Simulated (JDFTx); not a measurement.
# SnSe2 under changes of volume

One of the cells (25.726 Å³/atom); the others are scaled copies at fixed shape and fractional positions:

```xyz
3
Lattice="3.8110 0.0000 0.0000 -1.9055 3.3004 0.0000 0.0000 0.0000 6.1360" Properties=species:S:1:pos:R:3 pbc="T T T"
Sn    0.0000    0.0000    0.0000
Se    1.9055    1.1001    4.6081
Se    0.0000    2.2003    1.5279
```

| Quantity | Value |
| --- | --- |
| Program | JDFTx 1.7.0 (patched build) |
| Functional | PBEsol |
| Potentials or basis | PseudoDojo-SR-PBEsol-0.4.1-standard with smoothed tails |
| Cutoff | 1170 eV |
| Density cutoff | 9361 eV |
| k mesh | 8 × 8 × 5 |
| Occupations | fermi-dirac, width 0.05 eV |
| Spin | no spin polarisation |

```csv
volume (Å³/atom),energy over the lowest point (meV/atom),pressure (GPa),gap on the mesh (eV),largest force (eV/Å)
24.182,?,?,?,?
24.697,36.59,6.2,0.76,1.064
25.212,19.67,4.4,0.74,0.838
25.726,8.32,2.7,0.72,0.630
26.241,1.93,1.3,0.69,0.437
26.755,0.00,0.0,0.67,0.260
27.270,2.05,-1.2,0.64,0.095
```

Problem. What does the run at 24.182 Å³/atom give?

Solution. Energy over the lowest point 59.72 meV/atom; pressure 8.2 GPa; gap on the mesh 0.78 eV; largest force 1.309 eV/Å.

Worked out: A Birch-Murnaghan fit of order 3 (a polynomial in V^(-2/3)) to the other rows has its minimum at 26.74 Å³/atom with B0 = V·E''(V) = 65 GPa and B' = 4.7 at fixed shape and positions, which overstates the stiffness. It gives 59.73 meV/atom at 24.182 Å³/atom, against the run's 59.72, and -dE/dV = 8.2 GPa, against 8.2. A straight line through the other rows of the gap, of slope -1.21 eV per unit of ln V, extrapolates to 0.79 eV, against the run's 0.78.

Energies are extrapolated to zero smearing.

Caveats: spin-orbit coupling is left out, which moves the levels of the heavy elements; an odd mesh through Γ misses points on the zone boundary, where band edges often lie; this functional lacks dispersion, which binds the layers, so the pressure and a relaxed spacing across them are unreliable; forces of over 1 eV/Å show positions far from the minimum, so gaps and moduli don't describe the material at rest (some runs).
